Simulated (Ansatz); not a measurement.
# C (P6_3/mmc): scan of the energy under strain from a Python script

What does a strain cost in C (P6_3/mmc)? Aim: a scan of the energy under strain, for C (P6_3/mmc), run from a script.

A COD entry behind a cell of this session may itself be a prediction, so a difference from it is no test against experiment.

Computed with the Python package of Ansatz 0.2.0. Level of theory: DFT PBEsol+D4, plane waves, PAW.

## Step 1: The structure

It takes space group P6_3/mmc (No. 194, hexagonal). The conventional cell has a = 2.522 Å, b = 2.522 Å, c = 4.119 Å, α = 90.00°, β = 90.00°, γ = 120.00°. C (site symmetry 3m) is surrounded by 4 C at 1.54 Å.

The script holds or builds the structure itself.

## Step 2: Script

c.py reads:

```python
"""A uniaxial strain scan of C."""

import ansatz as az
import numpy as np
from tabulate import tabulate

VECTORS = np.array([
    [2.5221, 0.0, 0.0],
    [-1.26105, 2.184203, 0.0],
    [0.0, 0.0, 4.1186],
])
SITES = [
    ("C", (1 / 3, 2 / 3, 0.0625)),
    ("C", (2 / 3, 1 / 3, 0.5625)),
    ("C", (1 / 3, 2 / 3, 0.4375)),
    ("C", (2 / 3, 1 / 3, 0.9375)),
]


def crystal_on(cell):
    crystal = az.Crystal(lattice=az.Lattice.of(cell))
    for symbol, position in SITES:
        crystal = crystal.atom(symbol, position)
    return crystal

# clamped ions: the fractional positions stay as typed
values = np.linspace(-0.03, 0.03, 5)
energies = []
for d in values:
    strain = np.diag([0, 0, d])
    cell = VECTORS @ (np.eye(3) + strain)
    calc = crystal_on(cell).calculation()
    calc = calc.functional("PBEsol", dispersion="D4")
    calc = calc.basis(530, xc_grid=2).occupations("Fermi-Dirac", width=0.3)
    calc = calc.scf(tolerance=1e-08)
    calc = calc.kpoints(16, 16, 9)
    summary = calc.run().report
    energies.append(summary["free_energy_ev"] / len(SITES))
    print(f"d = {d:+.4f}  F = {energies[-1]:.5f} eV/atom")
energies = np.array(energies)

print(tabulate(zip(values, 1000 * (energies - energies.min())), headers=["strain", "dE (meV/atom)"], floatfmt=".3f"))
curvature = 2 * np.polyfit(values, energies, 3)[1]
volume = abs(np.linalg.det(VECTORS)) / len(SITES)
print(f"d2E/dd2 over the volume: {curvature / volume * 160.21766:.1f} GPa")
```

## Step 3: Running it

Command:

```sh
python c.py
```

**Question.** How much energy does this uniaxial strain cost, and what curvature follows?

**Answer**, as computed:

| quantity | value |
| --- | --- |
| curvature under the strain | 1394.3 GPa |
| runs compared | 5 |
| range of energy | 35.10 meV/atom |
| lowest point, strain | 0.015 |

In words: Against the unstrained cell the energy per atom changes by +34.91 meV at one end of the scan and +9.50 meV at the other, and its second derivative over the volume is 1394.3 GPa. Caveats:
- The curvature belongs to this strain pattern and to the cell's stress; it equals a single elastic constant only for simple patterns.
- The ions keep their fractional positions (clamped ions).
